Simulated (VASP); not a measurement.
A run of VASP 6.6.1 is set up as follows.

The input INCAR:

```
SYSTEM = Hf
ALGO = Normal
EDIFF = 1E-7
EDIFFG = -0.002
ENCUT = 520
GGA = PS
IBRION = 2
ISIF = 3
ISMEAR = 0
LASPH = .True.
LCHARG = .False.
LREAL = .False.
LWAVE = .False.
NELM = 60
NSW = 80
PREC = Accurate
PSTRESS = 500.0
SIGMA = 0.1
```

File KPOINTS:

```
k-points
0
Gamma
  6 6 6
  0 0 0
```

The input POSCAR:

```
Hf                                      
1.0
   -1.5842108791      1.5842108791      1.5842108791
    1.5842108791     -1.5842108791      1.5842108791
    1.5842108791      1.5842108791     -1.5842108791
  Hf            
     1
Direct
     0.0000000000000000    0.0000000000000000    0.0000000000000000
```

Potentials or basis: VASP PAW PBE potentials, release 64 (Hf_pv).

Run with:

```sh
$ cat potpaw_PBE.64/Hf_pv/POTCAR > POTCAR
$ mpirun -np 1 vasp_std > vasp.out
```

**Question.** Predict the space group after relaxing (to 0.05 Å).

**Answer.** Im-3m (No. 229).

**Question.** Estimate the relaxed volume.

**Answer.** 15.90 Å³/atom.

Final structure:
```
CELL_PARAMETERS angstrom
-1.58415 1.58415 1.58415
1.58415 -1.58415 1.58415
1.58415 1.58415 -1.58415
ATOMIC_POSITIONS crystal
Hf 0.00000 0.00000 0.00000
```

Caveat: the k mesh is coarse (spacing up to 0.47 Å⁻¹), so the values aren't converged; the cell is relaxed towards a set pressure, so the enthalpy falls and the energy may rise; the PAW data sets were made with another functional, which shifts forces and pressure a little. Spin-orbit coupling is left out, which matters for the levels of Hf.
